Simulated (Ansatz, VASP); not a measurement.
**One calculation of Te, two programs**

The input INCAR:

```
SYSTEM = Te
ALGO = Normal
EDIFF = 1E-6
ENCUT = 520
GGA = PS
ISIF = 2
ISMEAR = -1
LASPH = .True.
LCHARG = .False.
LREAL = .False.
LWAVE = .False.
NBANDS = 9
NELM = 100
PREC = Accurate
SIGMA = 0.05
```

File KPOINTS:

```
k-points
0
Gamma
  7 7 7
  0 0 0
```

Contents of POSCAR:

```
Te
1.0
    2.2792780528      1.2851964061      1.6909537039
   -2.3325306326      1.3774325799      1.6909537039
    0.0532525797     -2.6626289860      1.6909537039
Te
1
Direct
    0.5000000000      0.5000000000      0.5000000000
```

input.yaml

```yaml
crystal:
  lattice:
    - [2.2792780528, 1.2851964061, 1.6909537039]
    - [-2.3325306326, 1.3774325799, 1.6909537039]
    - [0.0532525797, -2.662628986, 1.6909537039]
  atoms:
    - { symbol: Te, position: [0.5, 0.5, 0.5] }
hamiltonian:
  xc: pbesol
  pseudopotentials: { kind: paw }
kpoints:
  mp_grid: { grid: [7, 7, 7] }
  band_path:
    path:
      - [[-0.5, 0.0, 0.0], [0.0, 0.0, 0.0], [0.0, 0.0, 0.5]]
      - [[-0.5, 0.0, 0.5], [0.0, 0.0, 0.0], [0.0, 0.5, -0.5]]
      - [[-0.5, 0.5, -0.5], [0.0, 0.0, 0.0], [0.0, 0.5, 0.0]]
      - [[-0.5, 0.5, 0.0], [0.0, 0.0, 0.0]]
    npoints: 14
scf:
  occupations: { method: fermi_dirac, width: 0.05 }
  n_extra_bands: 6
output:
  forces: true
  stress: true
  eigenvalues: true
  fatbands: true
```

This isn't the form of Te at room conditions, which is trigonal, of chains.

Alike in both runs: functional PBEsol; k mesh 7 × 7 × 7; occupations fermi-dirac, width 0.05 eV; no spin polarisation.

|  | VASP | Ansatz |
| --- | --- | --- |
| version | VASP 6.6.1 | Ansatz 0.2.0 |
| potentials or method | VASP PAW PBE potentials, release 64 (Te) | Ansatz PAW |
| plane-wave cutoff (eV) | 520 | 420 |
| valence electrons in the cell | 6 | 16 |
| task | single point | band structure |

|  | VASP | Ansatz | Ansatz less VASP |
| --- | --- | --- | --- |
| gap on the k mesh at the Fermi level (eV) | none | none | - |
| pressure (GPa) | -0.3 | -0.4 | -0.03 |
| largest component of the traceless stress (GPa) | 0.45 | 0.45 | -0.004 |

A gap of «none» marks a metal or a gap that the smearing closes. The two sets of potentials don't hold the same shells in valence.

Caveats: the PAW data sets were made with another functional, which shifts forces and pressure a little (VASP); spin-orbit coupling is left out, which moves the levels of the heavy elements (Ansatz); the PAW data sets come from PBE, with cores solved anew for the run's functional, which leaves a small shift of forces and pressure (Ansatz). Spin-orbit coupling is left out, which matters for the levels of Te.
